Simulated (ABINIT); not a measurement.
# A GW chain in ABINIT: CdS (Hawleyite), part 2 of 3

Wanted: ground state, empty states, screening and self-energy for CdS (Hawleyite).

ABINIT 10.8.3; LDA and many-body steps on it, plane waves. Known limits of the many-body steps: not at the basis limit; no spin-orbit coupling; coarse k mesh.

So far. Step 2 (Ground state): The gap is direct, at Γ.

## (3) Bands along the symmetry lines

Level of this step: DFT, LDA, plane waves, norm-conserving pseudopotentials (ABINIT).

The cheap functional maps the bands first; the places of the edges decide which points the dearer methods must see.

The input, run.abi:

```
acell 3*1.0 Angstrom
rprim 
  -0.000000000000 2.916500000000 2.916500000000
  2.916500000000 -0.000000000000 2.916500000000
  2.916500000000 2.916500000000 -0.000000000000
ntypat 2
znucl 48 16
natom 2
typat 1 2
xred 
  0.000000000000 0.000000000000 0.000000000000
  0.250000000000 0.250000000000 0.250000000000
pp_dirpath "pseudos"
pseudos "Cd.upf, S.upf"
ecut 47
iscf -2
irdden 1
kptopt 0
nkpt 50
kpt 
  0.00000000 0.00000000 0.00000000
  -0.06250000 -0.06250000 0.00000000
  -0.12500000 -0.12500000 0.00000000
  -0.18750000 -0.18750000 0.00000000
  -0.25000000 -0.25000000 0.00000000
  -0.31250000 -0.31250000 0.00000000
  -0.37500000 -0.37500000 0.00000000
  -0.43750000 -0.43750000 0.00000000
  -0.50000000 -0.50000000 0.00000000
  -0.48437500 -0.48437500 0.03125000
  -0.46875000 -0.46875000 0.06250000
  -0.45312500 -0.45312500 0.09375000
  -0.43750000 -0.43750000 0.12500000
  -0.42187500 -0.42187500 0.15625000
  -0.40625000 -0.40625000 0.18750000
  -0.39062500 -0.39062500 0.21875000
  -0.37500000 -0.37500000 0.25000000
  -0.37500000 0.00000000 0.37500000
  -0.32812500 0.00000000 0.32812500
  -0.28125000 0.00000000 0.28125000
  -0.23437500 0.00000000 0.23437500
  -0.18750000 0.00000000 0.18750000
  -0.14062500 0.00000000 0.14062500
  -0.09375000 0.00000000 0.09375000
  -0.04687500 0.00000000 0.04687500
  0.00000000 0.00000000 0.00000000
  0.00000000 0.00000000 0.06250000
  0.00000000 0.00000000 0.12500000
  0.00000000 0.00000000 0.18750000
  0.00000000 0.00000000 0.25000000
  0.00000000 0.00000000 0.31250000
  0.00000000 0.00000000 0.37500000
  0.00000000 0.00000000 0.43750000
  0.00000000 0.00000000 0.50000000
  -0.06250000 -0.03125000 0.46875000
  -0.12500000 -0.06250000 0.43750000
  -0.18750000 -0.09375000 0.40625000
  -0.25000000 -0.12500000 0.37500000
  -0.31250000 -0.15625000 0.34375000
  -0.37500000 -0.18750000 0.31250000
  -0.43750000 -0.21875000 0.28125000
  -0.50000000 -0.25000000 0.25000000
  -0.50000000 -0.28125000 0.21875000
  -0.50000000 -0.31250000 0.18750000
  -0.50000000 -0.34375000 0.15625000
  -0.50000000 -0.37500000 0.12500000
  -0.50000000 -0.40625000 0.09375000
  -0.50000000 -0.43750000 0.06250000
  -0.50000000 -0.46875000 0.03125000
  -0.50000000 -0.50000000 0.00000000
istwfk *1
nband 23
nbdbuf 5
tolwfr 1e-07
nstep 50
prtwf 0
prtvol 0
indata_prefix "in"
outdata_prefix "out"
tmpdata_prefix "tmp"
```

Command:

```
> OMP_NUM_THREADS=1 mpirun -n 4 abinit run.abi > log
```

Numbers of over 12 decimals in the logs are rounded to 6 here.

The program printed:

```text
.Version 10.8.3 of ABINIT. v10.8.2 released Aug 2026.

 Symmetries : space group F-4 3 m (#216); Bravais cF (face-center cubic)
[... echo of the input left out ...]
== DATASET  1 ==================================================================
-   mpi_nproc: 4, omp_nthreads: 1 (-1 if OMP is not activated)

--- !DatasetInfo
iteration_state: {dtset: 1, }
dimensions: {natom: 2, nkpt: 50, mband: 23, nsppol: 1, nspinor: 1, nspden: 1, mpw: 5180, }
cutoff_energies: {ecut:  47.0, pawecutdg:  -1.0, }
electrons: {nelect:   2.60000000E+01, charge:   0.00000000E+00, occopt:   1.00000000E+00, tsmear:   1.00000000E-02, }

 Real(R)+Recip(G) space primitive vectors, cartesian coordinates (Bohr,Bohr^-1):
 R(1)=  0.0000000  5.5113862  5.5113862  G(1)= -0.0907213  0.0907213  0.0907213
 R(2)=  5.5113862  0.0000000  5.5113862  G(2)=  0.0907213 -0.0907213  0.0907213
 R(3)=  5.5113862  5.5113862  0.0000000  G(3)=  0.0907213  0.0907213 -0.0907213
 Unit cell volume ucvol=  3.3482088E+02 bohr^3
 Angles (23,13,12)=  6.00000000E+01  6.00000000E+01  6.00000000E+01 degrees

 getcut: wavevector=  0.0000  0.0000  0.0000  ngfft=  50  50  50
         ecut(hartree)=     47.000   => boxcut(ratio)=   2.07948

--- Pseudopotential description ------------------------------------------------
- Cd Generated using ONCVPSP code by D. R. Hamann
- 48.00000  20.00000  180309                  znucl, zion, pspdat
12 -1012 2 -1 1336                            pspcod,pspxc,lmax,lloc,mmax
     nproj     2     2     2
  pspatm : epsatm=   23.37058476
         --- l  ekb(1:nproj) -->
             0   94.865817    3.943170
             1    8.821348    1.309255
             2    2.251838   -0.763126
 pspatm: atomic psp has been read  and splines computed

- S Generated using ONCVPSP code by D. R. Hamann
- 16.00000   6.00000  180309                  znucl, zion, pspdat
12 -1012 2 -1 1132                            pspcod,pspxc,lmax,lloc,mmax
     nproj     2     2     2
  pspatm : epsatm=    8.64647033
         --- l  ekb(1:nproj) -->
[...]
pspatm: atomic psp has been read  and splines computed

--------------------------------------------------------------------------------

================================================================================
 prteigrs : about to open file out_EIG
 Non-SCF case, kpt    1 (  0.00000  0.00000  0.00000), residuals and eigenvalues=
  2.59E-08  4.46E-08  6.57E-08  9.09E-08  3.30E-08  2.95E-08  2.94E-08  5.07E-08
  2.25E-08  5.75E-08  3.14E-08  5.30E-08  9.38E-08  3.66E-08  3.69E-08  4.82E-08
  6.80E-08  7.45E-08  4.20E-08  1.23E-06  8.73E-08  4.61E-08  1.64E-06
 -3.5660E+00 -2.1385E+00 -2.1385E+00 -2.1385E+00 -3.0383E-01 -1.3413E-01
 -1.3413E-01 -1.3413E-01 -1.1628E-01 -1.1628E-01  1.5079E-01  1.5079E-01
  1.5079E-01  1.8240E-01  3.8360E-01  3.8360E-01  3.8360E-01  5.5736E-01
  5.6708E-01  5.6708E-01  6.2949E-01  6.2949E-01  6.2949E-01
[...]
5.7018E-01  6.0302E-01  6.5034E-01  6.5034E-01  6.5164E-01
[...]
Non-SCF case, kpt   49 ( -0.50000 -0.46875  0.03125), residuals and eigenvalues=
[...]
5.9779E-01  6.3397E-01  6.3399E-01  6.8870E-01  7.7087E-01
 Non-SCF case, kpt   50 ( -0.50000 -0.50000  0.00000), residuals and eigenvalues=
[...]
-1.2114E-01 -1.2114E-01 -1.1302E-01 -9.9922E-02  1.5892E-03  8.0196E-02
  8.0196E-02  2.7251E-01  3.0330E-01  4.7844E-01  5.3765E-01  5.3765E-01
  5.9381E-01  6.3419E-01  6.3419E-01  6.8468E-01  7.7297E-01

--- !ResultsGS
iteration_state: {dtset: 1, }
comment   : Summary of ground state results
lattice_vectors:
- [ -0.0000000,   5.5113862,   5.5113862, ]
- [  5.5113862,  -0.0000000,   5.5113862, ]
- [  5.5113862,   5.5113862,  -0.0000000, ]
lattice_lengths: [   7.79428,    7.79428,    7.79428, ]
lattice_angles: [ 60.000,  60.000,  60.000, ] # degrees, (23, 13, 12)
lattice_volume:   3.3482088E+02
convergence: {deltae:  0.000E+00, res2:  0.000E+00, residm:  9.984E-08, diffor:  0.000E+00, }
etotal    :  -1.86388629E+02
entropy   :   0.00000000E+00
fermie    :   1.50789187E-01
cartesian_stress_tensor: null
pressure_GPa: null
xred      :
- [  0.0000E+00,   0.0000E+00,   0.0000E+00, Cd]
- [  2.5000E-01,   2.5000E-01,   2.5000E-01,  S]
cartesian_forces: null
force_length_stats: {min: null, max: null, mean: null, }

 Integrated electronic density in atomic spheres:
 ------------------------------------------------
 Atom  Sphere_radius  Integrated_density
[...]
================================================================================

 ----iterations are completed or convergence reached----

 Mean square residual over all n,k,spin=   51.615E-09; max=  99.836E-09
 reduced coordinates (array xred) for    2 atoms
       0.000000000000      0.000000000000      0.000000000000
       0.250000000000      0.250000000000      0.250000000000

 cartesian coordinates (angstrom) at end:
    1      0.000000     0.000000     0.000000
    2      1.458250     1.458250     1.458250
 length scales=  1.889726125908  1.889726125908  1.889726125908 bohr
              =  1.000000000000  1.000000000000  1.000000000000 angstroms
 prteigrs : about to open file out_EIG
 Eigenvalues (hartree) for nkpt=  50  k points:
 kpt#   1, nband= 23, wtk=  1.00000, kpt=  0.0000  0.0000  0.0000 (reduced coord)
[...]
kpt#   2, nband= 23, wtk=  1.00000, kpt= -0.0625 -0.0625  0.0000 (reduced coord)
[...]
kpt#   3, nband= 23, wtk=  1.00000, kpt= -0.1250 -0.1250  0.0000 (reduced coord)
[...]
kpt#  49, nband= 23, wtk=  1.00000, kpt= -0.5000 -0.4687  0.0313 (reduced coord)
[...]
0.53048    0.53809    0.59779    0.63397    0.63399    0.68870    0.77087
 kpt#  50, nband= 23, wtk=  1.00000, kpt= -0.5000 -0.5000  0.0000 (reduced coord)
  -3.56599   -2.13855   -2.13853   -2.13853   -0.28234   -0.12650   -0.12114   -0.12114
  -0.11302   -0.09992    0.00159    0.08020    0.08020    0.27251    0.30330    0.47844
   0.53765    0.53765    0.59381    0.63419    0.63419    0.68468    0.77297

== END DATASET(S) ==============================================================
================================================================================

 -outvars: echo values of variables after computation  --------
            nband          23
             nkpt          50
          spgroup         216
 [... the other variables as echoed above ...]

 Calculation completed.
```

The job ended after 30 s (4 MPI ranks of Arm Neoverse V1, shared host; peak memory 0.36 GiB; 2 min of CPU time).

Numbers from this step:

```
gap                        : 0.8602 eV
k of the valence top       : 0, 0, 0
k of the conduction bottom : 0, 0, 0
least direct gap           : 0.8602 eV
```

The gap is 0.860 eV, as in the run before at this level.

Electronic bands along the path, in eV, zero at the top of the highest filled band:

```
    point  band 10  band 11  band 12  band 13  band 14  band 15  band 16  band 17
        Γ    -7.27     0.00     0.00     0.00     0.86     6.34     6.34     6.34
  halfway    -7.22    -2.40    -1.05    -1.05     3.38     4.60     7.92     7.92
        X    -6.82    -4.06    -1.92    -1.92     3.31     4.15     8.92    10.53
  halfway    -6.76    -4.05    -2.20    -1.83     3.61     4.46     8.67     9.82
        U    -6.68    -4.05    -2.60    -1.56     4.01     5.26     8.22     8.84
jump to K    -6.68    -4.05    -2.60    -1.56     4.01     5.26     8.22     8.84
  halfway    -7.21    -2.85    -1.41    -0.44     3.39     5.88     6.54     7.09
        Γ    -7.27     0.00     0.00     0.00     0.86     6.34     6.34     6.34
  halfway    -7.26    -2.58    -0.41    -0.41     2.54     6.05     6.85     6.85
        L    -6.89    -4.52    -0.77    -0.77     2.76     6.82     6.82     7.21
  halfway    -6.77    -4.23    -1.99    -1.25     4.17     5.60     7.00     8.15
        W    -6.63    -4.01    -2.33    -2.24     5.23     5.25     6.99     7.79
  halfway    -6.72    -4.04    -2.14    -2.08     4.04     4.64     8.41     8.73
        X    -6.82    -4.06    -1.92    -1.92     3.31     4.15     8.92    10.53
```

## (4) Empty states on the mesh, 4×4×4 mesh, 217 bands

The sums over transitions need many empty states on a uniform mesh; this step solves for them.

The input, run.abi:

```
acell 3*1.0 Angstrom
rprim 
  -0.000000000000 2.916500000000 2.916500000000
  2.916500000000 -0.000000000000 2.916500000000
  2.916500000000 2.916500000000 -0.000000000000
ntypat 2
znucl 48 16
natom 2
typat 1 2
xred 
  0.000000000000 0.000000000000 0.000000000000
  0.250000000000 0.250000000000 0.250000000000
pp_dirpath "pseudos"
pseudos "Cd.upf, S.upf"
ecut 47
ngkpt 4 4 4
nshiftk 1
shiftk 0 0 0
kptopt 1
chksymbreak 0
iscf -2
irdden 1
istwfk *1
nband 217
nbdbuf 18
tolwfr 1e-09
nstep 60
prtvol 0
indata_prefix "in"
outdata_prefix "out"
tmpdata_prefix "tmp"
```

The program printed:

```text
.Version 10.8.3 of ABINIT. v10.8.2 released Aug 2026.

 Symmetries : space group F-4 3 m (#216); Bravais cF (face-center cubic)
[... echo of the input left out ...]
== DATASET  1 ==================================================================
-   mpi_nproc: 4, omp_nthreads: 1 (-1 if OMP is not activated)

--- !DatasetInfo
iteration_state: {dtset: 1, }
dimensions: {natom: 2, nkpt: 8, mband: 217, nsppol: 1, nspinor: 1, nspden: 1, mpw: 5180, }
cutoff_energies: {ecut:  47.0, pawecutdg:  -1.0, }
electrons: {nelect:   2.60000000E+01, charge:   0.00000000E+00, occopt:   1.00000000E+00, tsmear:   1.00000000E-02, }

 Real(R)+Recip(G) space primitive vectors, cartesian coordinates (Bohr,Bohr^-1):
 R(1)=  0.0000000  5.5113862  5.5113862  G(1)= -0.0907213  0.0907213  0.0907213
 R(2)=  5.5113862  0.0000000  5.5113862  G(2)=  0.0907213 -0.0907213  0.0907213
 R(3)=  5.5113862  5.5113862  0.0000000  G(3)=  0.0907213  0.0907213 -0.0907213
 Unit cell volume ucvol=  3.3482088E+02 bohr^3
 Angles (23,13,12)=  6.00000000E+01  6.00000000E+01  6.00000000E+01 degrees

 getcut: wavevector=  0.0000  0.0000  0.0000  ngfft=  50  50  50
         ecut(hartree)=     47.000   => boxcut(ratio)=   2.07948

--- Pseudopotential description ------------------------------------------------
- Cd Generated using ONCVPSP code by D. R. Hamann
- 48.00000  20.00000  180309                  znucl, zion, pspdat
12 -1012 2 -1 1336                            pspcod,pspxc,lmax,lloc,mmax
     nproj     2     2     2
  pspatm : epsatm=   23.37058476
         --- l  ekb(1:nproj) -->
             0   94.865817    3.943170
             1    8.821348    1.309255
             2    2.251838   -0.763126
 pspatm: atomic psp has been read  and splines computed

- S Generated using ONCVPSP code by D. R. Hamann
- 16.00000   6.00000  180309                  znucl, zion, pspdat
12 -1012 2 -1 1132                            pspcod,pspxc,lmax,lloc,mmax
     nproj     2     2     2
  pspatm : epsatm=    8.64647033
         --- l  ekb(1:nproj) -->
[...]
pspatm: atomic psp has been read  and splines computed

--------------------------------------------------------------------------------

================================================================================
 prteigrs : about to open file out_EIG
 Non-SCF case, kpt    1 (  0.00000  0.00000  0.00000), residuals and eigenvalues=
  2.40E-10  2.43E-10  9.01E-10  9.48E-10  2.30E-10  3.64E-10  5.35E-10  6.72E-10
  3.35E-10  7.20E-10  1.01E-10  1.49E-10  2.52E-10  3.00E-10  5.86E-11  7.59E-11
  7.90E-11  8.42E-10  9.58E-11  9.80E-11  4.68E-11  9.88E-11  1.72E-10  2.50E-10
[...]
1.49E-03
 -3.5660E+00 -2.1385E+00 -2.1385E+00 -2.1385E+00 -3.0383E-01 -1.3413E-01
 -1.3413E-01 -1.3413E-01 -1.1628E-01 -1.1628E-01  1.5079E-01  1.5079E-01
  1.5079E-01  1.8240E-01  3.8360E-01  3.8360E-01  3.8360E-01  5.5736E-01
[...]
5.3285E+00  5.3285E+00  5.3286E+00  5.3584E+00  5.3584E+00  5.4144E+00
  5.4146E+00  5.4151E+00  5.4162E+00  5.4210E+00  5.4215E+00  5.4221E+00
  5.4842E+00
 prteigrs : prtvol=0 or 1, do not print more k-points.

--- !ResultsGS
iteration_state: {dtset: 1, }
comment   : Summary of ground state results
lattice_vectors:
- [ -0.0000000,   5.5113862,   5.5113862, ]
- [  5.5113862,  -0.0000000,   5.5113862, ]
- [  5.5113862,   5.5113862,  -0.0000000, ]
lattice_lengths: [   7.79428,    7.79428,    7.79428, ]
lattice_angles: [ 60.000,  60.000,  60.000, ] # degrees, (23, 13, 12)
lattice_volume:   3.3482088E+02
convergence: {deltae:  0.000E+00, res2:  0.000E+00, residm:  9.910E-10, diffor:  0.000E+00, }
etotal    :  -1.86388629E+02
entropy   :   0.00000000E+00
fermie    :   1.50789187E-01
cartesian_stress_tensor: null
pressure_GPa: null
xred      :
- [  0.0000E+00,   0.0000E+00,   0.0000E+00, Cd]
- [  2.5000E-01,   2.5000E-01,   2.5000E-01,  S]
cartesian_forces: null
force_length_stats: {min: null, max: null, mean: null, }

 Integrated electronic density in atomic spheres:
 ------------------------------------------------
 Atom  Sphere_radius  Integrated_density
[...]
================================================================================

 ----iterations are completed or convergence reached----

 Mean square residual over all n,k,spin=   32.595E-11; max=  99.103E-11
 reduced coordinates (array xred) for    2 atoms
       0.000000000000      0.000000000000      0.000000000000
       0.250000000000      0.250000000000      0.250000000000

 cartesian coordinates (angstrom) at end:
    1      0.000000     0.000000     0.000000
    2      1.458250     1.458250     1.458250
 length scales=  1.889726125908  1.889726125908  1.889726125908 bohr
              =  1.000000000000  1.000000000000  1.000000000000 angstroms
 prteigrs : about to open file out_EIG
 Eigenvalues (hartree) for nkpt=   8  k points:
 kpt#   1, nband=217, wtk=  0.01563, kpt=  0.0000  0.0000  0.0000 (reduced coord)
[...]
5.19275    5.26800    5.26800    5.26800    5.32854    5.32854    5.32855    5.35836
   5.35836    5.41437    5.41464    5.41507    5.41620    5.42100    5.42147    5.42215
   5.48420
 prteigrs : prtvol=0 or 1, do not print more k-points.

== END DATASET(S) ==============================================================
================================================================================

 -outvars: echo values of variables after computation  --------
            nband         217
             nkpt           8
          spgroup         216
 [... the other variables as echoed above ...]

 Calculation completed.
```

Run time: 2.1 min. Hardware: 4 MPI ranks; peak memory 0.47 GiB; 8.5 min of CPU time.

This step gave:

| Item | Value |
| --- | --- |
| gap | 0.8602 eV |
| k of the valence top | 0, 0, 0 |
| k of the conduction bottom | 0, 0, 0 |
| least direct gap | 0.8602 eV |
| k points computed | 8 |
| lowest point of the top converged band, above the valence top | 129.2002 eV |

On this mesh the gap is 0.860 eV.

## (5) Screening, 4×4×4 mesh, 199 bands, screening to 264 eV

The RPA dielectric matrix is built and inverted for each q.

This step: RPA screening on LDA, plane waves, norm-conserving pseudopotentials.

Changes to run.abi since step 4:

```diff
@@ -20,10 +20,11 @@
 chksymbreak 0
-iscf -2
-irdden 1
 istwfk *1
-nband 217
-nbdbuf 18
-tolwfr 1e-09
-nstep 60
-prtvol 0
+occopt 1
+irdwfk 1
+optdriver 3
+nband 199
+ecuteps 9.7
+inclvkb 2
+awtr 1
+symchi 1
 indata_prefix "in"
```

The program printed:

```text
.Version 10.8.3 of ABINIT. v10.8.2 released Aug 2026.

 Symmetries : space group F-4 3 m (#216); Bravais cF (face-center cubic)
[... echo of the input left out ...]
== DATASET  1 ==================================================================
-   mpi_nproc: 4, omp_nthreads: 1 (-1 if OMP is not activated)

--- !DatasetInfo
iteration_state: {dtset: 1, }
dimensions: {natom: 2, nkpt: 8, mband: 199, nsppol: 1, nspinor: 1, nspden: 1, mpw: 5180, }
cutoff_energies: {ecut:  47.0, pawecutdg:  -1.0, }
electrons: {nelect:   2.60000000E+01, charge:   0.00000000E+00, occopt:   1.00000000E+00, tsmear:   1.00000000E-02, }

 SCREENING: Calculation of the susceptibility and dielectric matrices

 Based on a program developped by R.W. Godby, V. Olevano, G. Onida, and L. Reining.
 Incorporated in ABINIT by V. Olevano, G.-M. Rignanese, and M. Torrent.
.Using double precision arithmetic ; gwpc =  8

[... cell and pseudopotentials left out ...]
--------------------------------------------------------------------------------

 ==== K-mesh for the wavefunctions ====
 Number of points in the irreducible wedge :     8
[... list of points left out ...]
 Together with 24 symmetry operations and time-reversal symmetry
 yields    64 points in the full Brillouin Zone.

 ==== Q-mesh for the screening function ====
 Number of points in the irreducible wedge :     8
[... list of points left out ...]
 Together with 24 symmetry operations and time-reversal symmetry
 yields    64 points in the full Brillouin Zone.

 setmesh: FFT mesh size selected  =    36x   36x   36
          total number of points  =        46656

 vcoul_init : cutoff-mode = AUXILIARY_FUNCTION
 q-points for optical limit:   1
     1)      0.000010    0.000020    0.000030

- screening: taking advantage of time-reversal symmetry
- Maximum band index for partially occupied states nbvw = 13
- Remaining bands to be divided among processors   nbcw = 186
- Number of bands treated by each node ~46

 Number of electrons calculated from density =   26.0000; Expected =   26.0000
 average of density, n =  0.077653
 r_s =    1.4541
 omega_plasma =   26.8804 [eV]

 calculating chi0 at frequencies [eV] :
  1    0.000000E+00    0.000000E+00
  2    0.000000E+00    2.688042E+01

--------------------------------------------------------------------------------
  q-point number  1        q = ( 0.000000, 0.000000, 0.000000) [r.l.u.]
--------------------------------------------------------------------------------
[... chi0 elements left out ...]
 For q-point:  0.000010 0.000020 0.000030
  dielectric constant =  18.4931
  dielectric constant without local fields =  19.3635

  Average fulfillment of the sum rule on Im[epsilon] for q-point    1 :     79.19  [%]
[... wings left out ...]
  q-point number  2        q = ( 0.250000, 0.000000, 0.000000) [r.l.u.]
--------------------------------------------------------------------------------
[... chi0 elements left out ...]
  Average fulfillment of the sum rule on Im[epsilon] for q-point    2 :     87.13  [%]

 [... 6 further q-points ...]
```

It took 2.9 min on 4 MPI ranks; peak memory 1.9 GiB.

This step gave:

| Item | Value |
| --- | --- |
| ε∞ with local fields, on this mesh, along the program's q direction | 18.49 |
| the same without local fields | 19.36 |
| plasma frequency | 26.88 eV |
| plane waves in the screening matrix | 531 |

Local fields lower ε∞ by 4 %. On a Γ-centred mesh this coarse the value itself is usually too large, while a short band sum pulls it down.

[end of part 2 of 3]

[Paths, hosts, dates, memory and timing lines, banners, echoed tables and standing remarks are left out of the program output.]

[Logs are printed without paths, hosts, clocks, repeated set-up lines and the standing remarks that a program may print on its own settings, such as how far it seeks lower states.]

[Runs of the session that timed out or met a known fault of the program may be left out.]

[Hosts, paths, dates, database ids (printed as entryN), source tags and the programs' standing remarks are cut or masked in the printed files.]

[G0W0 gaps are taken among the corrected bands and points alone; a level outside them can change the order at an edge.]

[Where Ansatz stands beside ABINIT at settings called matched, ABINIT's density can come from a denser mesh and the files from another edition; pairs whose starting gaps differed by over 0.03 eV were left out, so agreement reads better than it is.]
